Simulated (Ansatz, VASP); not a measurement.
HfN: VASP beside Ansatz

Contents of INCAR:

```
SYSTEM = HfN
  PREC = Accurate
  ENCUT = 520
  EDIFF = 1E-7
  ISMEAR = 0
  SIGMA = 0.15
  LREAL = .FALSE.
  LASPH = .TRUE.
  NELM = 100
  ALGO = Normal
  ISIF = 2
  LWAVE = .FALSE.
  LCHARG = .FALSE.
  GGA = PS
  NBANDS = 14
```

The input KPOINTS:

```
regular mesh
0
G
  18 18 18
  0 0 0
```

Contents of POSCAR:

```
HfN
1.0
    0.0000000000      2.2477050000      2.2590000000
    2.2477050000      0.0000000000      2.2590000000
    2.2477050000      2.2477050000      0.0000000000
Hf N
1 1
Direct
    0.0000000000      0.0000000000      0.0000000000
    0.5000000000      0.5000000000      0.5000000000
```

Input for Ansatz:

```yaml
crystal:
  lattice:
    - [0.0, 2.247705, 2.259]
    - [2.247705, 0.0, 2.259]
    - [2.247705, 2.247705, 0.0]
  atoms:
    - { symbol: Hf, position: [0.0, 0.0, 0.0] }
    - { symbol: "N", position: [0.5, 0.5, 0.5] }
basis:
  ecutwfc: 420
kpoints:
  mp_grid: { grid: [18, 18, 18] }
hamiltonian:
  xc: pbesol
scf:
  occupations: { method: gaussian, width: 0.15 }
output:
  forces: true
  stress: true
  eigenvalues: true
```

Change from the starting cell: strain -0.0050 x Voigt [1, 1, 0, 0, 0, 0], atoms carried along.

Alike in both runs: task single point; functional PBEsol; k mesh 18 × 18 × 18; occupations gaussian, width 0.15 eV; no spin polarisation.

|  | VASP | Ansatz |
| --- | --- | --- |
| version | VASP 6.6.1 | Ansatz 0.2.0 |
| potentials or method | VASP PAW PBE potentials, release 64 (Hf_pv, N) | scalar-relativistic, plane waves, PAW |
| plane-wave cutoff (eV) | 520 | 420 |
| valence electrons in the cell | 15 | 31 |

|  | VASP | Ansatz | Ansatz less VASP |
| --- | --- | --- | --- |
| gap on the k mesh at the Fermi level (eV) | none | none | - |
| pressure (GPa) | -2.4 | -0.2 | +2.17 |
| largest component of the traceless stress (GPa) | 1.65 | 1.66 | +0.011 |

A gap of «none» marks a metal or a gap that the smearing closes. The two sets of potentials don't hold the same shells in valence.

Caveats: the PAW data sets were made with another functional, which shifts forces and pressure a little (VASP). Spin-orbit coupling is left out, which matters for the levels of Hf.
